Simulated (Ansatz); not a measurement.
# GaP: Wannier functions and tight-binding models, part 2 of 2

Where do the localised orbitals of GaP sit, how far are they spread, and how do the settings change that? Plan: PBE, anion s p, 6×6×6; PBE, anion s p, 4×4×4; PBE, anion s p, 8×8×8; PBE, anion p, 6×6×6; PBE, all s p, disentangled, 6×6×6; r2SCAN, anion s p, 6×6×6; r2SCAN, all s p, disentangled, 6×6×6; HSE06, anion s p, 6×6×6; HSE06, all s p, disentangled, 6×6×6 (level, trial orbitals, Wannier mesh).

Ansatz 0.2.0; plane waves, PAW.

## (6) PBE, all s p, disentangled, 6×6×6

Input file input.yaml:

```yaml
crystal:
  lattice:
    - [0.0, 2.7254102088, 2.7254102088]
    - [2.7254102088, 0.0, 2.7254102088]
    - [2.7254102088, 2.7254102088, 0.0]
  atoms:
    - { symbol: Ga, position: [0.0, 0.0, 0.0] }
    - { symbol: P, position: [0.25, 0.25, 0.25] }
kpoints:
  mp_grid: { grid: [6, 6, 6] }
  band_path:
    path:
      - [[0.0, 0.0, 0.0], [-0.5, -0.5, -7.875605154498e-34], [-0.375, -0.375, 0.25]]
      - [[-0.375, -2.909688632473e-17, 0.375], [0.0, 0.0, 0.0], [1.594157224422e-17, 1.594157224422e-17, 0.5], [-0.5, -0.25, 0.25], [-0.5, -0.5, -7.875605154498e-34]]
    npoints: 10
hamiltonian:
  xc: pbe
scf:
  occupations: { method: fixed }
  n_extra_bands: 8
output:
  forces: false
  stress: false
  eigenvalues: true
  wannier:
    kmesh: [6, 6, 6]
    projections:
      - { species: P, l: s, shell: 3 }
      - { species: P, l: p, shell: 3 }
      - { species: Ga, l: s, shell: 4 }
      - { species: Ga, l: p, shell: 4 }
    minimise: true
    write_hr: true
    conv_tol: 1.0e-08
    max_iter: 3000
    disentanglement: { window: [-18.91, 24.74], frozen_window: [-0.91, 10.24] }
```

The run is started by

```console
> ansatz run input.yaml --threads 4 --pin off --max-ram 3686MiB --backend cpu --events-out ev --progress --plain --runs-dir out
```

Standard output, cut to the lines that bear on the results:

```text
Warning: RAYON_NUM_THREADS=4 ignored (pool sized by the plan → 4); use --threads N
scf.n_extra_bands = 8 over 9 filled bands (N_el = 18.0): the run solves 17 bands
[...]
Pseudopotentials: kind: paw
Pseudopotential: Ga, paw, valence charge 13, recommended cutoff 420 eV (normal), Ga.paw.azcp
Pseudopotential: P, paw, valence charge 5, recommended cutoff 420 eV (normal), P.paw.azcp
Functional definition: PBE
[...]
Crystal: 2 atoms, lattice volume = 40.488 Å³
Basis set: ecut = 420 eV, 749 PW (Γ)
Bands: 17, of which v1, the nominal top of the filled ones, is band 9 counted from 1 (8 counted from 0)
[...]
  k-point 0: bands = ["-7.4482", "-7.4482", "-7.4482", "-7.3489", "-7.3489", "-5.4022", "7.0900", "7.0900", "7.0900", "8.9155", "10.9709", "10.9709", "10.9709", "15.8942", "16.8081", "16.8081", "19.5243"]
[...]
Wannier search: line search 1 of at most 3000: gauge-dependent spread (as the search counts it) 5.8265075 Å², largest recent change 1.7e0 Å² and fall left 6.8e-3 Å² against conv_tol 1.0e-8 Å², 0 stops escaped
WARN: <dir> by an estimate from the overlaps, the levels of the selected subspace lie 0.025 eV from the frozen bands on average, midway between mesh points. Up to 0.02 eV counts as a good interpolation. More projections, another frozen window or a finer output.wannier.kmesh can bring them closer
```

Run time: 1.7 s. Hardware: 4 threads of Intel Xeon 6975P-C (Granite Rapids), shared host; peak memory 0.43 GiB.

wannier.win, as written (k points left out):

```
! ansatz wannier90 interface
! projections by site (counted from 0) and shell: 1 3S, 1 3P, 0 4S, 0 4P
! states of the run's bands (counted from 1): 6-21
num_bands = 16
num_wann  = 8
num_iter  = 2000
conv_tol = 1e-8
conv_window = 5
dis_win_min = -18.91
dis_win_max = 24.74
dis_froz_min = -0.91
dis_froz_max = 10.24
dis_num_iter = 10000
guiding_centres = true
write_hr = true

begin unit_cell_cart
Ang
  0.0  2.7254102088  2.7254102088
  2.7254102088  0.0  2.7254102088
  2.7254102088  2.7254102088  0.0
end unit_cell_cart

begin atoms_frac
Ga  0.0  0.0  0.0
P  0.25  0.25  0.25
end atoms_frac

mp_grid = 6 6 6
```

The windows are typed on the program's own energy scale, on which the last band filled by count tops at 7.09 eV.

The head of wannier.spreads.toml:

```toml
omega_i_ang2 = 11.344680378607109
omega_d_ang2 = 0.07455846953751723
omega_od_ang2 = 1.7056905029407523
omega_total_ang2 = 13.124929351085378
least_projectability = 0.6676577811353952
b_vectors_match_mmn = true
n_iter = 26
converged = true
rejected_fitted_steps = 0
dis_converged = true
dis_n_iter = 241
dis_n_moved = 0
dis_level_miss = 0.02463568192352736
```

The functions (centres in Å, on-site energies from the top of the filled bands):

```csv
n,x,y,z,spread (Å²),on-site (eV),nearest atoms,distance (Å)
1,1.746,0.979,0.979,1.393,-1.032,P2,0.66
2,1.746,1.746,1.746,1.393,-1.032,P2,0.66
3,0.979,0.979,1.746,1.393,-1.032,P2,0.66
4,0.979,1.746,0.979,1.393,-1.032,P2,0.66
5,-0.465,-0.465,-0.465,1.889,1.632,Ga1,0.81
6,0.465,0.465,-0.465,1.889,1.632,Ga1,0.81
7,0.465,-0.465,0.465,1.889,1.632,Ga1,0.81
8,-0.465,0.465,0.465,1.889,1.632,Ga1,0.81
```

The largest hoppings ⟨m, 0|H|n, R⟩, one of each Hermitian pair (moduli):

```csv
m,n,R,distance (Å),|t| (eV)
3,4,0 0 0,1.08,2.265
1,4,0 0 0,1.08,2.265
2,4,0 0 0,1.08,2.265
1,3,0 0 0,1.08,2.265
2,3,0 0 0,1.08,2.265
1,2,0 0 0,1.08,2.265
6,8,0 0 0,1.31,1.890
7,8,0 0 0,1.31,1.890
```

Interpolated bands at the corners of the path, eV from the top of the filled bands:

```
point      e1     e2     e3     e4    e5    e6     e7     e8
    Γ  -12.34   0.00   0.00   0.00  1.83  3.92   3.92   3.92
    X   -9.52  -6.76  -2.68  -2.68  1.65  1.82  10.63  10.63
    U   -9.56  -6.54  -3.97  -2.25  2.20  5.20   8.78   9.43
    K   -9.56  -6.54  -3.97  -2.25  2.20  5.20   8.78   9.43
    Γ  -12.34   0.00   0.00   0.00  1.83  3.92   3.92   3.92
    L  -10.41  -6.63  -1.12  -1.12  1.67  5.41   5.41   9.44
    W   -9.44  -6.57  -3.64  -3.46  4.91  5.36   6.51   8.89
    X   -9.52  -6.76  -2.68  -2.68  1.65  1.82  10.63  10.63
```

Along the path each interpolated band stays within 0.15, 0.03, 0.06, 0.03, 0.22, 0.70, 0.78, 2.70 eV of the nearest computed level, from the lowest band up; bands outside the frozen window needn't match, and between the mesh's points a coarse mesh lets the others stray too.

Misses of an eV or more mean that the model does not follow those bands.

## (7) r2SCAN, anion s p, 6×6×6

input.yaml: that of step 6 with these lines changed.

```diff
@@ -16,6 +16,6 @@
 hamiltonian:
-  xc: pbe
+  xc: r2scan
 scf:
   occupations: { method: fixed }
-  n_extra_bands: 8
+  n_extra_bands: 6
 output:
@@ -26,7 +26,3 @@
     kmesh: [6, 6, 6]
-    projections:
-      - { species: P, l: s, shell: 3 }
-      - { species: P, l: p, shell: 3 }
-      - { species: Ga, l: s, shell: 4 }
-      - { species: Ga, l: p, shell: 4 }
+    projections: [{ species: P, l: s, shell: 3 }, { species: P, l: p, shell: 3 }]
     minimise: true
@@ -35,2 +31 @@
     max_iter: 3000
-    disentanglement: { window: [-18.91, 24.74], frozen_window: [-0.91, 10.24] }
```

The run is started by

```console
> ansatz run input.yaml --threads 4 --pin off --max-ram 3686MiB --backend cpu --events-out ev --progress --plain --runs-dir out
```

Standard output, cut to the lines that bear on the results:

```text
Warning: RAYON_NUM_THREADS=4 ignored (pool sized by the plan → 4); use --threads N
scf.n_extra_bands = 6 over 9 filled bands (N_el = 18.0): the run solves 15 bands
[...]
Pseudopotentials: kind: paw
Pseudopotential: Ga, paw, valence charge 13, recommended cutoff 500 eV (meta_gga), Ga.paw.azcp
Pseudopotential: P, paw, valence charge 5, recommended cutoff 500 eV (meta_gga), P.paw.azcp
Functional definition: r2SCAN
[...]
Crystal: 2 atoms, lattice volume = 40.488 Å³
[...]
Free energy (F): -4550.470804 eV
[...]
E sigma→0 (E₀):  -4550.470804 eV
Fermi energy:    6.902834 eV
[...]
--- Band table (eV; the first three rows and the last of 16) ---
  k-point 0: bands = ["-8.0915", "-8.0915", "-8.0915", "-7.9792", "-7.9792", "-6.1220", "6.9028", "6.9028", "6.9028", "9.2658", "11.0729", "11.0729", "11.0729", "16.3628", "17.0921"]
[...]
Wannier search: line search 1 of at most 3000: gauge-dependent spread (as the search counts it) 3.5821637 Å², largest recent change 4.0e-1 Å² and fall left 1.6e-3 Å² against conv_tol 1.0e-8 Å², 0 stops escaped
```

Wall time 1.1 s (4 threads of Intel Xeon 6975P-C (Granite Rapids), shared host); peak memory 0.46 GiB.

wannier.win names the bands that the functions span: 6-9 (counted from 1; 9 are filled).

The head of wannier.spreads.toml:

```toml
omega_i_ang2 = 6.710913839621568
omega_d_ang2 = 0.007923405962799857
omega_od_ang2 = 0.5557200438688196
omega_total_ang2 = 7.274557289453188
least_projectability = 0.7401741028672855
b_vectors_match_mmn = true
n_iter = 23
converged = true
rejected_fitted_steps = 1
```

The functions (centres in Å, on-site energies from the top of the filled bands):

| n | x | y | z | spread (Å²) | on-site (eV) | nearest atoms | distance (Å) |
| --- | --- | --- | --- | --- | --- | --- | --- |
| 1 | 0.838 | 1.888 | 1.888 | 1.819 | -5.293 | P2 | 0.91 |
| 2 | 1.888 | 0.838 | 1.888 | 1.819 | -5.293 | P2 | 0.91 |
| 3 | 0.838 | 0.838 | 0.838 | 1.819 | -5.293 | P2 | 0.91 |
| 4 | 1.888 | 1.888 | 0.838 | 1.819 | -5.293 | P2 | 0.91 |

Along the path each interpolated band stays within 0.02, 0.13, 0.07, 0.03 eV of the nearest computed level, from the lowest band up.

## (8) r2SCAN, all s p, disentangled, 6×6×6

input.yaml: that of step 7 with these lines changed.

```diff
@@ -19,3 +19,3 @@
   occupations: { method: fixed }
-  n_extra_bands: 6
+  n_extra_bands: 8
 output:
@@ -26,3 +26,7 @@
     kmesh: [6, 6, 6]
-    projections: [{ species: P, l: s, shell: 3 }, { species: P, l: p, shell: 3 }]
+    projections:
+      - { species: P, l: s, shell: 3 }
+      - { species: P, l: p, shell: 3 }
+      - { species: Ga, l: s, shell: 4 }
+      - { species: Ga, l: p, shell: 4 }
     minimise: true
@@ -31 +35,6 @@
     max_iter: 3000
+    disentanglement: { window: [-19.1, 24.81], frozen_window: [-1.1, 10.31] }
+  write_density: true
+  write_potential: true
+  elf: true
+  volumetric_format: npy
```

The run is started by

```console
> ansatz run input.yaml --threads 4 --pin off --max-ram 3686MiB --backend cpu --events-out ev --progress --plain --runs-dir out
```

Standard output, cut to the lines that bear on the results:

```text
Warning: RAYON_NUM_THREADS=4 ignored (pool sized by the plan → 4); use --threads N
scf.n_extra_bands = 8 over 9 filled bands (N_el = 18.0): the run solves 17 bands
[...]
Pseudopotentials: kind: paw
Pseudopotential: Ga, paw, valence charge 13, recommended cutoff 500 eV (meta_gga), Ga.paw.azcp
Pseudopotential: P, paw, valence charge 5, recommended cutoff 500 eV (meta_gga), P.paw.azcp
Functional definition: r2SCAN
[...]
Crystal: 2 atoms, lattice volume = 40.488 Å³
Basis set: ecut = 500 eV, 965 PW (Γ), exchange–correlation on 120×120×120 points (64 copies of the dense FFT grid, shifted against one another)
[...]
  k-point 0: bands = ["-8.0915", "-8.0915", "-8.0915", "-7.9792", "-7.9792", "-6.1220", "6.9028", "6.9028", "6.9028", "9.2658", "11.0729", "11.0729", "11.0729", "16.3628", "17.0920", "17.0920", "20.0839"]
[...]
Wannier search: line search 1 of at most 3000: gauge-dependent spread (as the search counts it) 6.0403274 Å², largest recent change 1.8e0 Å² and fall left 7.0e-3 Å² against conv_tol 1.0e-8 Å², 0 stops escaped
WARN: <dir> by an estimate from the overlaps, the levels of the selected subspace lie 0.025 eV from the frozen bands on average, midway between mesh points. Up to 0.02 eV counts as a good interpolation. More projections, another frozen window or a finer output.wannier.kmesh can bring them closer
```

It took 2.2 s on 4 threads of Intel Xeon 6975P-C (Granite Rapids), shared host; peak memory 0.55 GiB.

The windows are typed on the program's own energy scale, on which the last band filled by count tops at 6.90 eV.

The head of wannier.spreads.toml:

```toml
omega_i_ang2 = 11.893255247942875
omega_d_ang2 = 0.09834015212752298
omega_od_ang2 = 1.815921156864649
omega_total_ang2 = 13.807516556935047
least_projectability = 0.6514781020765396
b_vectors_match_mmn = true
n_iter = 26
converged = true
rejected_fitted_steps = 0
dis_converged = true
dis_n_iter = 197
dis_n_moved = 0
dis_level_miss = 0.02502540524651114
```

The functions (centres in Å, on-site energies from the top of the filled bands):

```csv
n,x,y,z,spread (Å²),on-site (eV),nearest atoms,distance (Å)
1,1.755,0.971,0.971,1.448,-1.011,P2,0.68
2,1.755,1.755,1.755,1.448,-1.011,P2,0.68
3,0.971,0.971,1.755,1.448,-1.011,P2,0.68
4,0.971,1.755,0.971,1.448,-1.011,P2,0.68
5,-0.467,-0.467,-0.467,2.004,1.779,Ga1,0.81
6,0.467,0.467,-0.467,2.004,1.779,Ga1,0.81
7,0.467,-0.467,0.467,2.004,1.779,Ga1,0.81
8,-0.467,0.467,0.467,2.004,1.779,Ga1,0.81
```

Along the path each interpolated band stays within 0.15, 0.03, 0.06, 0.04, 0.25, 0.62, 0.86, 2.66 eV of the nearest computed level, from the lowest band up; bands outside the frozen window needn't match, and between the mesh's points a coarse mesh lets the others stray too.

Misses of an eV or more mean that the model does not follow those bands.

## (9) HSE06, anion s p, 6×6×6

Input file input.yaml:

```yaml
crystal:
  lattice:
    - [0.0, 2.7254102088, 2.7254102088]
    - [2.7254102088, 0.0, 2.7254102088]
    - [2.7254102088, 2.7254102088, 0.0]
  atoms:
    - { symbol: Ga, position: [0.0, 0.0, 0.0] }
    - { symbol: P, position: [0.25, 0.25, 0.25] }
kpoints:
  mp_grid: { grid: [6, 6, 6] }
  band_path:
    path:
      - [0.0, 0.0, 0.0]
      - [-0.5, -0.5, 0.0]
      - [-0.375, -0.375, 0.25]
      - [-0.375, 0.0, 0.375]
      - [0.0, 0.0, 0.5]
      - [-0.5, -0.25, 0.25]
      - [0.0, 0.424479, 0.424479]
    npoints: 1
hamiltonian:
  xc: hse06
scf:
  occupations: { method: fixed }
  n_extra_bands: 6
output:
  forces: false
  stress: false
  eigenvalues: true
  wannier:
    kmesh: [6, 6, 6]
    projections: [{ species: P, l: s, shell: 3 }, { species: P, l: p, shell: 3 }]
    minimise: true
    write_hr: true
    conv_tol: 1.0e-08
    max_iter: 3000
```

The run is started by

```console
> ansatz run input.yaml --threads 4 --pin off --max-ram 3686MiB --backend cpu --events-out ev --progress --plain --runs-dir out
```

Standard output, cut to the lines that bear on the results:

```text
Warning: RAYON_NUM_THREADS=4 ignored (pool sized by the plan → 4); use --threads N
scf.n_extra_bands = 6 over 9 filled bands (N_el = 18.0): the run solves 15 bands
[...]
Pseudopotentials: kind: paw
Pseudopotential: Ga, paw, valence charge 13, recommended cutoff 420 eV (normal), Ga.paw.azcp
Pseudopotential: P, paw, valence charge 5, recommended cutoff 420 eV (normal), P.paw.azcp
Functional definition: HSE06
[...]
Frozen-core exchange: fock
[...]
E sigma→0 (E₀):  -4540.599214 eV
Fermi energy:    6.650424 eV
[...]
--- Band table (eV; the first three rows and the last of 16) ---
  k-point 0: bands = ["-10.4588", "-10.4588", "-10.4588", "-10.3576", "-10.3576", "-7.1279", "6.6504", "6.6504", "6.6504", "9.4493", "11.4186", "11.4186", "11.4186", "16.5067", "17.4967"]
[...]
Wannier search: line search 1 of at most 3000: gauge-dependent spread (as the search counts it) 3.5340225 Å², largest recent change 3.8e-1 Å² and fall left 1.4e-3 Å² against conv_tol 1.0e-8 Å², 0 stops escaped
```

Wall time 25 s (4 threads of Intel Xeon 6975P-C (Granite Rapids), shared host); peak memory 1.2 GiB.

wannier.win names the bands that the functions span: 6-9 (counted from 1; 9 are filled).

The head of wannier.spreads.toml:

```toml
omega_i_ang2 = 6.463288633623208
omega_d_ang2 = 0.006051278767516152
omega_od_ang2 = 0.5479861187397737
omega_total_ang2 = 7.017326031130497
least_projectability = 0.7544958439443599
b_vectors_match_mmn = true
n_iter = 23
converged = true
rejected_fitted_steps = 1
```

The functions (centres in Å, on-site energies from the top of the filled bands):

| n | x | y | z | spread (Å²) | on-site (eV) | nearest atoms | distance (Å) |
| --- | --- | --- | --- | --- | --- | --- | --- |
| 1 | 0.842 | 1.884 | 1.884 | 1.754 | -5.586 | P2 | 0.90 |
| 2 | 1.884 | 0.842 | 1.884 | 1.754 | -5.586 | P2 | 0.90 |
| 3 | 0.842 | 0.842 | 0.842 | 1.754 | -5.586 | P2 | 0.90 |
| 4 | 1.884 | 1.884 | 0.842 | 1.754 | -5.586 | P2 | 0.90 |

## (10) HSE06, all s p, disentangled, 6×6×6

input.yaml: that of step 9 with these lines changed.

```diff
@@ -24,3 +24,3 @@
   occupations: { method: fixed }
-  n_extra_bands: 6
+  n_extra_bands: 8
 output:
@@ -31,3 +31,7 @@
     kmesh: [6, 6, 6]
-    projections: [{ species: P, l: s, shell: 3 }, { species: P, l: p, shell: 3 }]
+    projections:
+      - { species: P, l: s, shell: 3 }
+      - { species: P, l: p, shell: 3 }
+      - { species: Ga, l: s, shell: 4 }
+      - { species: Ga, l: p, shell: 4 }
     minimise: true
@@ -36 +40,2 @@
     max_iter: 3000
+    disentanglement: { window: [-19.35, 24.94], frozen_window: [-1.35, 10.44] }
```

The run is started by

```console
> ansatz run input.yaml --threads 4 --pin off --max-ram 3686MiB --backend cpu --events-out ev --progress --plain --runs-dir out
```

Standard output, cut to the lines that bear on the results:

```text
Warning: RAYON_NUM_THREADS=4 ignored (pool sized by the plan → 4); use --threads N
scf.n_extra_bands = 8 over 9 filled bands (N_el = 18.0): the run solves 17 bands
[...]
Pseudopotentials: kind: paw
Pseudopotential: Ga, paw, valence charge 13, recommended cutoff 420 eV (normal), Ga.paw.azcp
Pseudopotential: P, paw, valence charge 5, recommended cutoff 420 eV (normal), P.paw.azcp
Functional definition: HSE06
[...]
davidson cushion auto → on  (no smearing: the cushion is to keep the highest requested band from converging to the state above it; pin scf.eigensolver.cushion to override)
[...]
  k-point 0: bands = ["-10.4587", "-10.4587", "-10.4587", "-10.3575", "-10.3575", "-7.1279", "6.6504", "6.6504", "6.6504", "9.4493", "11.4186", "11.4186", "11.4186", "16.5068", "17.4967", "17.4967", "20.1699"]
[...]
Wannier search: line search 1 of at most 3000: gauge-dependent spread (as the search counts it) 6.1538595 Å², largest recent change 1.9e0 Å² and fall left 7.3e-3 Å² against conv_tol 1.0e-8 Å², 0 stops escaped
WARN: <dir> by an estimate from the overlaps, the levels of the selected subspace lie 0.031 eV from the frozen bands on average, midway between mesh points. Up to 0.02 eV counts as a good interpolation. More projections, another frozen window or a finer output.wannier.kmesh can bring them closer
```

It took 41 s on 4 threads of Intel Xeon 6975P-C (Granite Rapids), shared host; peak memory 1.2 GiB.

The windows are typed on the program's own energy scale, on which the last band filled by count tops at 6.65 eV.

The head of wannier.spreads.toml:

```toml
omega_i_ang2 = 11.954686020227427
omega_d_ang2 = 0.10581692852953516
omega_od_ang2 = 1.8981300898707958
omega_total_ang2 = 13.958633038627758
least_projectability = 0.6372615116001176
b_vectors_match_mmn = true
n_iter = 27
converged = true
rejected_fitted_steps = 0
dis_converged = true
dis_n_iter = 188
dis_n_moved = 0
dis_level_miss = 0.03107568751471318
```

The functions (centres in Å, on-site energies from the top of the filled bands):

```
n       x       y       z  spread (Å²)  on-site (eV)  nearest atoms  distance (Å)
1   1.758   0.968   0.968        1.427        -0.962             P2          0.68
2   1.758   1.758   1.758        1.427        -0.962             P2          0.68
3   0.968   0.968   1.758        1.427        -0.962             P2          0.68
4   0.968   1.758   0.968        1.427        -0.962             P2          0.68
5  -0.468  -0.468  -0.468        2.062         2.020            Ga1          0.81
6   0.468   0.468  -0.468        2.062         2.020            Ga1          0.81
7   0.468  -0.468   0.468        2.062         2.020            Ga1          0.81
8  -0.468   0.468   0.468        2.062         2.020            Ga1          0.81
```

## (11) Comparison

```csv
run,functions,total spread (Å²),invariant part (Å²),mean spread (Å²),largest miss of a band (eV),time
"PBE, anion s p, 6×6×6",4,7.423,6.856,1.856,0.16,0.72 s
"PBE, anion s p, 4×4×4",4,6.427,5.842,1.607,0.36,0.57 s
"PBE, anion s p, 8×8×8",4,7.891,7.359,1.973,0.07,0.98 s
"PBE, anion p, 6×6×6",3,9.135,8.579,3.045,0.16,0.7 s
"PBE, all s p, disentangled, 6×6×6",8,13.125,11.345,1.641,2.70,1.7 s
"r2SCAN, anion s p, 6×6×6",4,7.275,6.711,1.819,0.13,1.1 s
"r2SCAN, all s p, disentangled, 6×6×6",8,13.808,11.893,1.726,2.66,2.2 s
"HSE06, anion s p, 6×6×6",4,7.017,6.463,1.754,not checked,25 s
"HSE06, all s p, disentangled, 6×6×6",8,13.959,11.955,1.745,not checked,41 s
```

## (12) Results

This closing draws on all 2 parts.

| quantity | value |
| --- | --- |
| total spread, PBE, anion s p, 6×6×6 | 7.42 Å² over 4 functions |
| total spread, PBE, anion s p, 4×4×4 | 6.43 Å² over 4 functions |
| total spread, PBE, anion s p, 8×8×8 | 7.89 Å² over 4 functions |
| total spread, PBE, anion p, 6×6×6 | 9.13 Å² over 3 functions |
| total spread, PBE, all s p, disentangled, 6×6×6 | 13.12 Å² over 8 functions |
| total spread, r2SCAN, anion s p, 6×6×6 | 7.27 Å² over 4 functions |
| total spread, r2SCAN, all s p, disentangled, 6×6×6 | 13.81 Å² over 8 functions |
| total spread, HSE06, anion s p, 6×6×6 | 7.02 Å² over 4 functions |
| total spread, HSE06, all s p, disentangled, 6×6×6 | 13.96 Å² over 8 functions |
| centres of the first set | 0.91 Å from the nearest atom |

**Reading.** With PBE, anion s p, 6×6×6 the 4 functions move off the atoms, with a mean spread of 1.86 Å²; 92 % of the total is gauge invariant. The total spread goes from 6.43 Å² on 4×4×4 to 7.89 Å² on 8×8×8: finite differences in k understate it on coarse meshes, while the largest miss of a band goes from 0.36 to 0.07 eV. On one set and mesh the functional gives 7.42 (PBE), 7.27 (r2SCAN), 7.02 (HSE06) Å². The disentangled models miss some band by up to 2.7 eV, which may lie outside their frozen windows.
